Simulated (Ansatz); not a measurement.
**ZrS2 (CdI2 type): zero-pressure volume and bulk modulus with PBE + D3(BJ)-ATM**

One table from this session's results is given with a row withheld; the runs are named, their logs left out.

Computed with Ansatz 0.2.0 (DFT PBE + D3(BJ)-ATM, scalar-relativistic, plane waves, PAW, unless a step's input says otherwise).

1 further run of the same task is left out (set aside as unsound or not needed). Runs told in other sessions of the task aren't counted.

## Starting point

It takes space group P-3m1 (No. 164, trigonal). Conventional cell: a = 3.644 Å, b = 3.644 Å, c = 5.806 Å, α = 90.00°, β = 90.00°, γ = 120.00°. Around Zr (site symmetry -3m) lie 6 S at 2.56 Å. S (site symmetry 3m) has 3 Zr at 2.56 Å in its first shell of neighbours.

As a file:

```xyz
3
Lattice="3.6437 0.0000 0.0000 -1.8219 3.1556 0.0000 0.0000 0.0000 5.8059" Properties=species:S:1:pos:R:3 pbc="T T T"
Zr    0.0000    0.0000    0.0000
S     0.0000    2.1037    1.4573
S     1.8219    1.0519    4.3486
```

At PBE, an earlier run found 2.32 GPa for this cell of 22.252 Å³/atom (8×8×4 mesh), mesh gap 0.77 eV.

The first run:

File input.yaml:

```yaml
crystal:
  lattice:
    - [3.643748191, 0.0, 0.0]
    - [-1.8218740955, 3.1555784984, 0.0]
    - [0.0, 0.0, 5.8059423572]
  atoms:
    - { symbol: Zr, position: [0.0, 0.0, 0.0] }
    - { symbol: S, position: [0.3333333333, 0.6666666667, 0.2510079396] }
    - { symbol: S, position: [0.6666666667, 0.3333333333, 0.7489920604] }
basis:
  ecutwfc: 420
  ecutrho_ratio: 4
kpoints:
  mp_grid: { grid: [8, 8, 4] }
hamiltonian:
  xc: pbe
  dispersion: d3bjatm
scf:
  occupations: { method: gaussian, width: 0.05 }
output:
  forces: true
  stress: true
  eigenvalues: true
relax:
  f_tol: 0.02
  max_steps: 40
  cell: { stress_tol: 0.2, fix: [volume] }
```

Run with:

```
$ ansatz run input.yaml --threads 4 --pin off --max-ram 8192MiB --backend cpu --events-out ev --progress --plain --runs-dir out
```

Steps of the session up to this table: At the given cell; Stepping to 22.163 Å³/atom; Stepping to 22.031 Å³/atom; Volume × 0.98 of the new zero; Volume × 1.02 of the new zero; Volume × 0.96 of the new zero; Volume × 1.04 of the new zero.

One table of the session follows, with a row left open; its other results are not shown here.

It belongs to the step «Energy and pressure against volume». 

```
volume (Å³/atom)  energy (meV/atom)  pressure (GPa)
          21.150               3.85            1.53
          21.590                  ?               ?
          22.031               0.00            0.03
          22.472               0.82           -0.56
          22.912               2.96           -0.97
```

Estimate the missing values for volume (Å³/atom) = 21.590.

Worked estimate for «energy (meV/atom)». A straight line through the neighbours (21.150, 3.85) and (22.031, 0.00) gives 3.85 + (0.00 − 3.85) × (21.590 − 21.150) / (22.031 − 21.150) = 1.93; a parabola fitted to 3 rows on both sides gives 1.01.

The run gave: energy (meV/atom): 0.87; pressure (GPa): 0.64. In «energy (meV/atom)» the line misses by +1.06 and the parabola by +0.14.
